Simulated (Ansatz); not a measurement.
How far is PAW off for Sb?

```yaml
crystal:
  lattice:
    - [2.15060, 1.24165, 3.74400]
    - [-2.15060, 1.24165, 3.74400]
    - [0.00000, -2.48330, 3.74400]
  atoms:
    - { symbol: Sb, position: [0.23364, 0.23364, 0.23364] }
    - { symbol: Sb, position: [0.76636, 0.76636, 0.76636] }
```

Atom numbers follow the list: Sb1, Sb2.

The conventional cell has a = 4.301 Å, b = 4.301 Å, c = 11.232 Å, α = 90.00°, β = 90.00°, γ = 120.00°. Sb (atom 1) is surrounded by 3 Sb at 2.90 Å.

The cell is a measured one (Crystallography Open Database entry 9009654); the temperature and pressure of the measurement aren't taken into account, and nothing was relaxed.

No spin–orbit coupling, which matters for the heavy atoms here.

Methods: DFT, PBE, PAW with Ansatz's default frozen-core files, scalar-relativistic (Ansatz 0.2.0); DFT, PBE, all-electron PAW with datasets made for the crystal, scalar-relativistic (Ansatz 0.2.0); DFT, PBE, all-electron LAPW, scalar-relativistic (Ansatz 0.2.0).

For PAW: a Γ-centred 9×9×9 k mesh, Fermi–Dirac smearing of 0.05 eV, cutoff 420 eV, no spin polarisation. The crystal-made all-electron datasets (AE datasets) take a cutoff of 140 eV at this cell. LAPW targets a basis error of 0.5 meV/atom. The Ansatz runs share mesh, smearing and spin set-up. Plane-wave (PAW) pressures include the program's estimate of the Pulay term.

Stress and pressure are positive in compression.

Levels count from the Fermi level.

```tsv
quantity	PAW	AE datasets	LAPW
pressure (GPa)	3.13	3.13	3.13
stress xx (GPa)	3.29	3.30	3.30
stress zz (GPa)	2.80	2.80	2.81
force on Sb1, z (eV/Å)	0.199	0.199	0.199
highest filled level at F (eV)	-3.696	-3.698	-3.698
lowest empty level at F (eV)	1.520	1.519	1.519
highest filled level at Γ (eV)	-1.817	-1.818	-1.818
lowest empty level at Γ (eV)	2.101	2.099	2.099
highest filled level at T (eV)	-0.455	-0.454	-0.454
lowest empty level at T (eV)	0.108	0.106	0.106
```

PAW's pressure differs from the LAPW value by about 0.01 GPa or less.
